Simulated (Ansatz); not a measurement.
Reactions of C₄H₂F₈, SMILES `FCC(F)(F)C(F)(F)C(F)(F)F`.

Isolated molecules relaxed with PBE0-D4/def2-TZVP in Ansatz; ΔE leaves out vibrations. CCSD(T)/CBS adds triple-zeta CCSD(T) − MP2 to the extrapolated MP2 energy (def2 sets, frozen cores). This one scheme is used for every species, atoms too. For atomizations the MP2-based limit and the directly extrapolated one differ by several kJ/mol either way, and by 10 to 25 for some Ge, Se and Sn compounds, so smaller differences from it don't rank the levels. No spin–orbit coupling; open shells (•) take unrestricted orbitals. Spin–orbit coupling would lower the free atoms: a little for C, F. One conformer a species, not always the lowest.

(1) Order these by ΔE at CCSD(T)/CBS, lowest first. (Estimate.)
A. `FCC(F)(F)C(F)(F)C(F)(F)F` → `FCC(F)(F)C(F)(F)F` + `F[C]F`
B. `FCC(F)(F)C(F)(F)C(F)(F)F` + H–F → `FC(F)(F)C(F)(F)C(F)(F)F` + `CF`
C. `FCC(F)(F)C(F)(F)C(F)(F)F` + H₂ → `FCC(F)(F)C(F)(F)C(F)F` + H–F
D. `FCC(F)(F)C(F)(F)C(F)(F)F` + `FC(F)F` → `FC(F)(F)C(F)(F)C(F)(F)C(F)(F)F` + `CF`
E. `FCC(F)(F)C(F)(F)C(F)(F)F` → 4 C• + 8 F• + 2 H•
F. `FCC(F)(F)C(F)(F)C(F)(F)F` + `CC(F)F` → `FC(F)CC(F)(F)C(F)(F)F` + `FCC(F)F`
G. `FCC(F)(F)C(F)(F)C(F)(F)F` + `OCC(F)(F)F` → `FCC(F)(F)OCC(F)(F)F` + `FC(F)C(F)(F)F`
H. `FCC(F)(F)C(F)(F)C(F)(F)F` + CH₃OH → `COC(F)(F)CF` + `FC(F)C(F)(F)F`

Largest T1 diagnostic: 0.017, for `F[C]F`.

## Answers

(1) C (-66.4 kJ/mol), H (-45.5 kJ/mol), G (-28.8 kJ/mol), F (-17.3 kJ/mol), B (+17.9 kJ/mol), D (+37.5 kJ/mol), A (+228.2 kJ/mol), E (+5801.1 kJ/mol).
